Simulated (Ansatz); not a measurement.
# What a trial cell of S relaxes into

Computed with DFT r2SCAN, scalar-relativistic, plane waves, PAW (Ansatz). Cutoff 500 eV, Γ-centred k mesh, Gaussian smearing, no spin polarisation in the final step.

S was placed on the beta-tungsten (A15) structure type (Pm-3n, No. 223), at a guessed volume.

```
S
1.0
     6.07853    0.00000    0.00000
     0.00000    6.07853    0.00000
     0.00000    0.00000    6.07853
S
8
Direct
  0.50000 0.50000 0.50000
  0.00000 0.00000 0.00000
  0.25000 0.00000 0.50000
  0.50000 0.25000 0.00000
  0.50000 0.75000 0.00000
  0.75000 0.00000 0.50000
  0.00000 0.50000 0.75000
  0.00000 0.50000 0.25000
```

Cell and atoms relax at zero pressure; the relaxation can't lower the symmetry of the start. After a coarse first stage the cell is made exact in the group found at 0.06 Å.

Energies count from the standard state of S at the same level.

(1) What does it relax into?

(2) What are its volume, energy, density and gap?

Results:

(1) It keeps Pm-3n (No. 223). The result has the beta-tungsten (A15) structure. Conventional cell: a = 5.066 Å. S on Wyckoff site a (2 atoms of the primitive cell) has 12 S at 2.83 Å; S on Wyckoff site c (6 atoms of the primitive cell) is coordinated by 2 S at 2.53 Å, 4 S at 2.83 Å and 8 S at 3.10 Å.

Space group Pm-3n (No. 223). a = 5.066 Å, b = 5.066 Å, c = 5.066 Å, α = 90.00°, β = 90.00°, γ = 90.00°
| atom | site | symmetry | x | y | z |
| --- | --- | --- | --- | --- | --- |
| S | 2a | m-3. | 0.5000 | 0.5000 | 0.5000 |
| S | 6c | -4m.2 | 0.2500 | 0.0000 | 0.5000 |

(2) The volume per atom is 16.26 Å³, the density is 3.27 g/cm³ and the energy over the standard structure is 1.44 eV/atom. The gap on the 8×8×8 mesh is 0 eV (a metal).

The final run used a 8×8×8 mesh on its 8-atom cell and 0.10 eV smearing. For metals, differences of a few meV/atom aren't resolved. A structure relaxed within its symmetry needn't be a true minimum. The steps took of the order of 60 core-seconds in all.